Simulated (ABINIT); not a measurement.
# W (Im-3m) in ABINIT: further runs

One crystal, W, is run at these levels: BLYP, AM05, r2SCAN; tasks: band structure.

Program: ABINIT 10.8.3 (patched build). These are calculated values, not measurements. Logs are shortened: lines on timing, memory, paths and dates and some standing lists are left out, and cuts for length are marked. The log counts tension as positive stress, the text compression.

### 1 The structure

Symmetry: Im-3m, No. 229, cubic system. Conventional cell: a = 3.165 Å, b = 3.165 Å, c = 3.165 Å, α = 90.00°, β = 90.00°, γ = 90.00°. W (site symmetry m-3m) is surrounded by 8 W at 2.74 Å.

### 2 Band structure, BLYP

Input file run.abi:

```
ndtset 2

pp_dirpath "./"
pseudos "W.GGA_PBE-JTH.xml"

acell 5.1791760466 5.1791760466 5.1791760466
rprim
    -0.5773502692     0.5773502692     0.5773502692
     0.5773502692    -0.5773502692     0.5773502692
     0.5773502692     0.5773502692    -0.5773502692
ntypat 1
znucl 74
natom 1
typat 1
xcart
     0.0000000000     0.0000000000     0.0000000000 Angstrom

ecut 19.0
pawecutdg 38.0
pawxcdev 0

ixc -106131

occopt 3
tsmear 0.00183747

nstep 100

iomode 3
prtwf 0
prteig 0
prtebands 0
enunit 1
prtden1 1

kptopt1 1
ngkpt1 12 12 12
nshiftk1 1
shiftk1 0.0 0.0 0.0
nband1 11
tolvrs1 1.0e-9

iscf2 -2
getden2 1
nband2 17
nbdbuf2 4
tolwfr2 1.0e-11
kptopt2 -5
ndivsm2 5
prteig2 1
prtvol2 -3
kptbounds2
     0.0000000000     0.0000000000     0.0000000000
     0.5000000000    -0.5000000000     0.5000000000
     0.0000000000     0.0000000000     0.5000000000
     0.0000000000     0.0000000000     0.0000000000
     0.2500000000     0.2500000000     0.2500000000
     0.5000000000    -0.5000000000     0.5000000000
```

Potentials or basis: JTH PAW PBE v2.0.

Started as:

```sh
$ abinit run.abi > log 2>&1
```

run.abo:

```text
.Version 10.8.3 of ABINIT
 DATASET    1 : space group Im -3 m (#229); Bravais cI (body-center cubic)
================================================================================
 Values of the parameters that define the memory need for DATASET  1.
     intxc =       0    ionmov =       0      iscf =      17    lmnmax =      18
     lnmax =       6     mgfft =      24  mpssoang =       3    mqgrid =    3001
     natom =       1  nloc_mem =       2    nspden =       1   nspinor =       1
    nsppol =       1      nsym =      48    n1xccc =       1    ntypat =       1
    occopt =       3   xclevel =       2
       mpw =         434          nfft =       13824          nkpt =          72
 PAW method is used; the additional fine FFT grid is defined by:
   mgfftf=        30    nfftf =     27000
================================================================================
================================================================================

 DATASET    2 : space group Im -3 m (#229); Bravais cI (body-center cubic)
================================================================================
 Values of the parameters that define the memory need for DATASET  2.
     intxc =       0    ionmov =       0      iscf =      -2    lmnmax =      18
     lnmax =       6     mgfft =      24  mpssoang =       3    mqgrid =    3001
     natom =       1  nloc_mem =       2    nspden =       1   nspinor =       1
    nsppol =       1      nsym =      48    n1xccc =       1    ntypat =       1
    occopt =       3   xclevel =       2
       mpw =         438          nfft =       13824          nkpt =          30
 PAW method is used; the additional fine FFT grid is defined by:
   mgfftf=        30    nfftf =     27000
================================================================================
================================================================================

--------------------------------------------------------------------------------
------------- Echo of variables that govern the present computation ------------
--------------------------------------------------------------------------------
 -outvars: echo values of preprocessed input variables --------
            acell      5.1791760466E+00  5.1791760466E+00  5.1791760466E+00 Bohr
              amu      1.83850000E+02
             ecut      1.90000000E+01 Hartree
           enunit           1
           getden1          0
           getden2          1
             iscf1         17
             iscf2         -2
              ixc     -106131
           jdtset        1    2
           kptopt1          1
           kptopt2         -5
         kptrlatt       12    0    0      0   12    0      0    0   12
          kptrlen1     6.21501126E+01
          kptrlen2     3.00000000E+01
[... 480 lines left out ...]
  9.6830E-01  1.2386E+00  1.2386E+00  1.2875E+00  1.7784E+00

--- !ResultsGS
iteration_state: {dtset: 2, }
comment   : Summary of ground state results
lattice_vectors:
- [ -2.9901987,   2.9901987,   2.9901987, ]
- [  2.9901987,  -2.9901987,   2.9901987, ]
- [  2.9901987,   2.9901987,  -2.9901987, ]
lattice_lengths: [   5.17918,    5.17918,    5.17918, ]
lattice_angles: [109.471, 109.471, 109.471, ] # degrees, (23, 13, 12)
lattice_volume:   1.0694491E+02
convergence: {deltae:  0.000E+00, res2:  0.000E+00, residm:  9.810E-12, diffor:  0.000E+00, }
etotal    :  -6.89503337E+01
entropy   :   0.00000000E+00
fermie    :   3.78803911E-01
cartesian_stress_tensor: null
pressure_GPa: null
xred      :
- [  0.0000E+00,   0.0000E+00,   0.0000E+00,  W]
cartesian_forces: null
force_length_stats: {min: null, max: null, mean: null, }
...

 Integrated electronic density in atomic spheres:
 ------------------------------------------------
 Atom  Sphere_radius  Integrated_density
    1        2.41189         11.80669760

================================================================================

 ----iterations are completed or convergence reached----

 Mean square residual over all n,k,spin=   35.232E-13; max=  98.098E-13
 reduced coordinates (array xred) for    1 atoms
       0.000000000000      0.000000000000      0.000000000000

 cartesian coordinates (angstrom) at end:
    1      0.00000000000000     0.00000000000000     0.00000000000000
 length scales=  5.179176046600  5.179176046600  5.179176046600 bohr
              =  2.740701933256  2.740701933256  2.740701933256 angstroms
 Eigenvalues (   eV  ) for nkpt=  30  k points:
 kpt#   1, nband= 17, wtk=  1.00000, kpt=  0.0000  0.0000  0.0000 (reduced coord)
 -63.88453  -27.46072  -27.46072  -27.46072    0.85157    9.02558    9.02558    9.02558
  12.54593   12.54593   25.40541   25.40541   25.40541   37.53484   37.53484   40.34645
  40.34645
 kpt#   2, nband= 17, wtk=  1.00000, kpt=  0.0714 -0.0714  0.0714 (reduced coord)
 -63.87144  -27.55343  -27.50395  -27.50395    1.34226    8.99168    8.99168    9.25316
  11.83879   12.79442   26.16376   26.22997   26.22997   33.18951   38.24603   39.74920
  39.74920
 kpt#   3, nband= 17, wtk=  1.00000, kpt=  0.1429 -0.1429  0.1429 (reduced coord)
 -63.83558  -27.78304  -27.62610  -27.62610    2.68325    9.02691    9.02691    9.91945
  10.21812   13.38293   27.85545   28.32625   28.44378   28.44378   37.63083   37.63083
  40.43492
 kpt#   4, nband= 17, wtk=  1.00000, kpt=  0.2143 -0.2143  0.2143 (reduced coord)
 -63.78589  -28.04240  -27.80495  -27.80495    4.46298    8.40797    9.39791    9.39791
  10.97489   13.77230   25.46977   29.66576   30.60246   30.60246   35.35238   35.35238
  43.62780
 kpt#   5, nband= 17, wtk=  1.00000, kpt=  0.2857 -0.2857  0.2857 (reduced coord)
[... 89 lines left out ...]
  13.12850   19.19918   21.71172   21.71172   31.29745   31.29745   31.52409   39.81960
  42.66945
 kpt#  28, nband= 17, wtk=  1.00000, kpt=  0.4167 -0.2500  0.4167 (reduced coord)
 -63.68526  -28.39364  -28.39364  -27.98232    5.80119    5.80119    9.41390   13.77021
  13.77021   19.74181   20.96682   20.96682   31.77311   31.77311   31.96492   38.23270
  40.50710
 kpt#  29, nband= 17, wtk=  1.00000, kpt=  0.4583 -0.3750  0.4583 (reduced coord)
 -63.66048  -28.37385  -28.37385  -28.25283    4.89840    4.89840   12.83492   14.75802
  14.75802   19.60661   19.60661   19.70912   28.31470   33.04864   33.04864   35.84826
  44.86044
 kpt#  30, nband= 17, wtk=  1.00000, kpt=  0.5000 -0.5000  0.5000 (reduced coord)
 -63.65059  -28.36362  -28.36362  -28.36362    4.56513    4.56513   15.39097   15.39097
  15.39097   18.79045   18.79045   18.79045   26.34880   33.70534   33.70534   35.03554
  48.39175

== END DATASET(S) ==============================================================
================================================================================

 -outvars: echo values of variables after computation  --------
            acell      5.1791760466E+00  5.1791760466E+00  5.1791760466E+00 Bohr
           etotal1    -6.8950333744E+01
            fcart1    -0.0000000000E+00 -0.0000000000E+00 -0.0000000000E+00
            rprim     -5.7735026920E-01  5.7735026920E-01  5.7735026920E-01
                       5.7735026920E-01 -5.7735026920E-01  5.7735026920E-01
                       5.7735026920E-01  5.7735026920E-01 -5.7735026920E-01
           strten1    -5.3933268010E-04 -5.3933268010E-04 -5.3933268010E-04
                       0.0000000000E+00  0.0000000000E+00  0.0000000000E+00
 Calculation completed.
```

Run time: 17 s. Hardware: 1 thread of Arm Neoverse V2, shared host; peak memory 0.1 GiB.

What came out:

```
Free energy                                           : -1876.2342 eV
Pressure                                              : 15.9 GPa
Band gap on the k mesh                                : none (metal or under the smearing width)
Valence electrons inside the program's atomic spheres : W 11.81 (radii [1.2763] Å)
```

Levels at the corners of the path, in eV from the Fermi level:
| point | band 3 | band 4 | band 5 | band 6 | band 7 | band 8 | band 9 | band 10 | band 11 | band 12 |
| --- | --- | --- | --- | --- | --- | --- | --- | --- | --- | --- |
| Γ | -37.77 | -37.77 | -9.46 | -1.28 | -1.28 | -1.28 | 2.24 | 2.24 | 15.10 | 15.10 |
| H | -38.67 | -38.67 | -5.74 | -5.74 | 5.08 | 5.08 | 5.08 | 8.48 | 8.48 | 8.48 |
| N | -38.19 | -37.78 | -6.19 | -3.58 | 0.95 | 2.10 | 3.06 | 6.06 | 10.99 | 11.96 |
| Γ | -37.77 | -37.77 | -9.46 | -1.28 | -1.28 | -1.28 | 2.24 | 2.24 | 15.10 | 15.10 |
| P | -38.42 | -38.42 | -2.89 | -2.89 | -2.89 | 3.22 | 3.22 | 6.63 | 12.43 | 12.43 |
| H | -38.67 | -38.67 | -5.74 | -5.74 | 5.08 | 5.08 | 5.08 | 8.48 | 8.48 | 8.48 |

Caveat: the PAW data sets were made with another functional, which shifts forces and pressure a little; spin-orbit coupling is left out, which moves the levels of the heavy elements.

### 3 Band structure, AM05

run.abi, as its differences from that of step 2:

```diff
@@ -21,3 +21,3 @@
 
-ixc -106131
+ixc -120135
```

Potentials or basis: JTH PAW PBE v2.0.

Started as:

```sh
$ abinit run.abi > log 2>&1
```

run.abo:

```text
.Version 10.8.3 of ABINIT
 DATASET    1 : space group Im -3 m (#229); Bravais cI (body-center cubic)
================================================================================
 Values of the parameters that define the memory need for DATASET  1.
     intxc =       0    ionmov =       0      iscf =      17    lmnmax =      18
     lnmax =       6     mgfft =      24  mpssoang =       3    mqgrid =    3001
     natom =       1  nloc_mem =       2    nspden =       1   nspinor =       1
    nsppol =       1      nsym =      48    n1xccc =       1    ntypat =       1
    occopt =       3   xclevel =       2
       mpw =         434          nfft =       13824          nkpt =          72
 PAW method is used; the additional fine FFT grid is defined by:
   mgfftf=        30    nfftf =     27000
================================================================================
================================================================================

[... 660 lines left out ...]
 -64.41819  -29.07197  -29.07197  -28.66075    4.99500    4.99500    8.71234   13.11017
  13.11017   19.01911   20.17923   20.17923   30.86137   30.86137   31.14953   37.46342
  39.70684
 kpt#  29, nband= 17, wtk=  1.00000, kpt=  0.4583 -0.3750  0.4583 (reduced coord)
 -64.39357  -29.05142  -29.05142  -28.93043    4.09536    4.09536   12.15791   14.12318
  14.12318   18.77325   18.77325   18.93785   27.56653   32.13100   32.13100   35.11292
  44.01783
 kpt#  30, nband= 17, wtk=  1.00000, kpt=  0.5000 -0.5000  0.5000 (reduced coord)
 -64.38376  -29.04090  -29.04090  -29.04090    3.76306    3.76306   14.80041   14.80041
  14.80041   17.90554   17.90554   17.90554   25.63821   32.78289   32.78289   34.30071
  47.57740

== END DATASET(S) ==============================================================
================================================================================

 -outvars: echo values of variables after computation  --------
            acell      5.1791760466E+00  5.1791760466E+00  5.1791760466E+00 Bohr
           etotal1    -6.9105279471E+01
            fcart1    -0.0000000000E+00 -0.0000000000E+00 -0.0000000000E+00
            rprim     -5.7735026920E-01  5.7735026920E-01  5.7735026920E-01
                       5.7735026920E-01 -5.7735026920E-01  5.7735026920E-01
                       5.7735026920E-01  5.7735026920E-01 -5.7735026920E-01
           strten1     1.4124617833E-04  1.4124617833E-04  1.4124617833E-04
                       0.0000000000E+00  0.0000000000E+00  0.0000000000E+00
 Calculation completed.
```

Wall time 16 s (1 thread of Arm Neoverse V2, shared host); peak memory 0.11 GiB.

What came out:

| Item | Value |
| --- | --- |
| Free energy | -1880.4505 eV |
| Pressure | -4.2 GPa |
| Band gap on the k mesh | none (metal or under the smearing width) |
| Valence electrons inside the program's atomic spheres | W 11.75 (radii [1.2763] Å) |

Levels at the corners of the path, in eV from the Fermi level:
| point | band 4 | band 5 | band 6 | band 7 | band 8 | band 9 | band 10 | band 11 |
| --- | --- | --- | --- | --- | --- | --- | --- | --- |
| Γ | -37.67 | -9.58 | -1.13 | -1.13 | -1.13 | 2.32 | 2.32 | 14.93 |
| H | -38.57 | -5.77 | -5.77 | 5.27 | 5.27 | 5.27 | 8.37 | 8.37 |
| N | -37.68 | -6.20 | -3.47 | 0.75 | 2.23 | 3.20 | 6.26 | 11.13 |
| Γ | -37.67 | -9.58 | -1.13 | -1.13 | -1.13 | 2.32 | 2.32 | 14.93 |
| P | -38.32 | -2.88 | -2.88 | -2.88 | 3.37 | 3.37 | 6.72 | 12.36 |
| H | -38.57 | -5.77 | -5.77 | 5.27 | 5.27 | 5.27 | 8.37 | 8.37 |

Caveat: the PAW data sets were made with another functional, which shifts forces and pressure a little; spin-orbit coupling is left out, which moves the levels of the heavy elements.

### 4 Band structure, r2SCAN

run.abi, as its differences from that of step 3:

```diff
@@ -19,5 +19,6 @@
 pawecutdg 38.0
+
+ixc -497498
+usekden 1
 pawxcdev 0
-
-ixc -120135
 
@@ -34,2 +35,3 @@
 prtden1 1
+prtkden1 1
 
@@ -40,3 +42,3 @@
 nband1 11
-tolvrs1 1.0e-9
+tolvrs1 1.0e-7
 
@@ -44,2 +46,3 @@
 getden2 1
+getkden2 1
 nband2 17
```

Started as:

```sh
$ abinit run.abi > log 2>&1
```

Wall time 55 s (1 thread of Arm Neoverse V2, shared host); peak memory 0.11 GiB.

It converged, with:

| Item | Value |
| --- | --- |
| Free energy | -713.7898 eV |
| Pressure | 2.6 GPa |
| Band gap on the k mesh | none (metal or under the smearing width) |
| Valence electrons inside the program's atomic spheres | W 11.74 (radii [1.2763] Å) |

Levels at the corners of the path, in eV from the Fermi level:
| point | band 4 | band 5 | band 6 | band 7 | band 8 | band 9 | band 10 | band 11 |
| --- | --- | --- | --- | --- | --- | --- | --- | --- |
| Γ | -38.89 | -9.98 | -1.16 | -1.16 | -1.16 | 2.68 | 2.68 | 15.65 |
| H | -39.84 | -5.88 | -5.88 | 5.44 | 5.44 | 5.44 | 8.73 | 8.73 |
| N | -38.90 | -6.42 | -3.62 | 0.69 | 2.52 | 3.56 | 6.45 | 11.77 |
| Γ | -38.89 | -9.98 | -1.16 | -1.16 | -1.16 | 2.68 | 2.68 | 15.65 |
| P | -39.58 | -3.04 | -3.04 | -3.04 | 3.74 | 3.74 | 7.37 | 12.86 |
| H | -39.84 | -5.88 | -5.88 | 5.44 | 5.44 | 5.44 | 8.73 | 8.73 |

Caveat: totals of a meta-GGA on PAW files have another zero than those of a GGA; the PAW data sets were made with another functional, which shifts forces and pressure a little; spin-orbit coupling is left out, which moves the levels of the heavy elements.

### 5 Summary

| level | gap on the mesh (eV) | pressure (GPa) |
| --- | --- | --- |
| BLYP | none | 15.9 |
| AM05 | none | -4.2 |
| r2SCAN | none | 2.6 |

Alike in all rows: task band structure; potentials or basis JTH PAW PBE v2.0; no spin polarisation; cell as given; k mesh 12 × 12 × 12; cutoff (eV) 517; smearing fermi-dirac 0.05 eV.

Every run on the cell as given and a fine mesh finds a metal. The pressure there spans -4.2 GPa (AM05) to 15.9 GPa (BLYP); a positive pressure means that this level wants a larger cell, a negative one a smaller.

Caveats: the PAW data sets were made with another functional, which shifts forces and pressure a little; spin-orbit coupling is left out, which moves the levels of the heavy elements; totals of a meta-GGA on PAW files have another zero than those of a GGA (some runs).

Absolute energies hang on the potentials; compare differences alone.
